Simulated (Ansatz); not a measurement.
**Os under compression and expansion**

```yaml
crystal:
  lattice:
    - [0.00000, 1.92825, 1.92825]
    - [1.92825, 0.00000, 1.92825]
    - [1.92825, 1.92825, 0.00000]
  atoms:
    - { symbol: Os, position: [0.00000, 0.00000, 0.00000] }
```

The conventional cell has a = 3.856 Å, b = 3.856 Å, c = 3.856 Å, α = 90.00°, β = 90.00°, γ = 90.00°. Os (atom 1) is surrounded by 12 Os at 2.73 Å.

The cell was built from the fcc type and relaxed in the same program, and has space group Fm-3m; it needn't be a known or the stable phase.

Spin–orbit coupling is left out, though it moves levels of the heavy atoms by tenths of an eV or more.

Methods: DFT, PBE, all-electron LAPW, scalar-relativistic (Ansatz 0.2.0); DFT, PBE, PAW with Ansatz's default frozen-core files, scalar-relativistic (Ansatz 0.2.0).

For LAPW: a Γ-centred 17×17×17 k mesh, Fermi–Dirac smearing of 0.05 eV, basis error target 1 meV/atom, no spin polarisation. PAW takes a cutoff of 420 eV at this cell. The Ansatz runs share mesh, smearing and spin set-up. Plane-wave (PAW) pressures include the program's estimate of the Pulay term.

The cell above is scaled evenly, with fractional coordinates and shape held.

```csv
V/V(cell),V (Å³/atom),"P, LAPW (GPa)","P, PAW (GPa)"
0.9405,13.486,27.64,27.70
0.9700,13.909,12.75,12.78
1.0000,14.339,0.00,0.00
1.0300,14.769,-10.72,-10.74
1.0600,15.199,?,?
```

**Question.** Fill in the row V/V(cell) = 1.0600.

**Answer.** P, LAPW (GPa) = -19.71, P, PAW (GPa) = -19.74.

**Question.** What do Birch–Murnaghan fits to the pressures give?

**Answer.** LAPW: V0 = 14.34 Å³/atom, B0 = 389 GPa, B0′ = 4.8; PAW: V0 = 14.34 Å³/atom, B0 = 390 GPa, B0′ = 4.8.

PAW's V0 lies 0.00 % from the all-electron value and its B0 0.2 %. Symmetry fixes shape and coordinates here, so this is the relaxed modulus.
